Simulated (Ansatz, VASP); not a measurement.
**TiC: VASP beside Ansatz**

```xyz
2
Lattice="0.0000 2.1665 2.1665 2.1665 0.0000 2.1665 2.1665 2.1665 0.0000" Properties=species:S:1:pos:R:3 pbc="T T T"
Ti    0.0000    0.0000    0.0000
C     2.1665    2.1665    2.1665
```

Alike in both runs: functional PBE; k mesh 22 × 22 × 22; occupations gaussian, width 0.1 eV; no spin polarisation.

Ansatz relaxed the structure, and its values are those at the end. VASP's run is a single point on that final structure, the one shown.

|  | VASP | Ansatz |
| --- | --- | --- |
| version | VASP 6.6.1 | Ansatz 0.2.0 |
| potentials or method | VASP PAW PBE potentials, release 64 (Ti_sv, C) | scalar-relativistic, plane waves, PAW |
| plane-wave cutoff (eV) | 520 | 420 |
| valence electrons in the cell | 16 | 16 |

```tsv
	VASP	Ansatz	Ansatz less VASP
gap on the k mesh at the Fermi level (eV)	none	none	-
pressure (GPa)	0.2	0.0	-0.21
```

A gap of «none» marks a metal or a gap that the smearing closes.
